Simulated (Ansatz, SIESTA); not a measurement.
# GaN: programs and potentials compared

```
Ga N
1.0
     0.00000    2.25350    2.25350
     2.25350    0.00000    2.25350
     2.25350    2.25350    0.00000
Ga N
1 1
Direct
  0.00000 0.00000 0.00000
  0.25000 0.25000 0.25000
```

The cell is a database's computed one, not the measured one.

Alike in all runs: task band structure; functional RPBE; k mesh 10 × 10 × 10; occupations fermi-dirac, width 0.05 eV; no spin polarisation; no spin-orbit coupling. Pressure is positive in compression and, in plane waves, holds the error of the finite cutoff, which Ansatz's Pulay term estimates and takes out. Gaps are the smaller of the mesh's and the band path's.

```json
{"program and potentials": "Ansatz, Ansatz PAW", "plane-wave cutoff (eV)": "420", "notes": "potentials made for PBE, which Ansatz adapts in part; Pulay term of +0.46 GPa included", "band gap (eV)": "1.75", "pressure (GPa)": "9.17"}
{"program and potentials": "Ansatz, all-electron LAPW, scalar-relativistic", "plane-wave cutoff (eV)": "-", "notes": "-", "band gap (eV)": "1.78", "pressure (GPa)": "8.98"}
{"program and potentials": "SIESTA, files PseudoDojo sr-pbe-0.4.1-standard, DZP (energy shift 0.003 Ry; two zetas on semicore shells)", "plane-wave cutoff (eV)": "-", "notes": "atomic basis; potentials made for PBE", "band gap (eV)": "1.92", "pressure (GPa)": "11.68"}
```

The band gap spans 1.75 (Ansatz, Ansatz PAW) to 1.92 eV (SIESTA, files PseudoDojo sr-pbe-0.4.1-standard, DZP (energy shift 0.003 Ry; two zetas on semicore shells)), with all-electron results at 1.78. The pressure spans 8.98 (Ansatz, all-electron LAPW, scalar-relativistic) to 11.68 GPa (SIESTA, files PseudoDojo sr-pbe-0.4.1-standard, DZP (energy shift 0.003 Ry; two zetas on semicore shells)), with all-electron results at 8.98. Some sets were made for another functional than the one run, which can shift their rows. Rows in atomic bases carry the error of their basis and grid, which can be large.

Differences between rows come from potentials, basis sets and numerical settings, since the functional is the same but for its coding. Runs on potential files found faulty are left out.
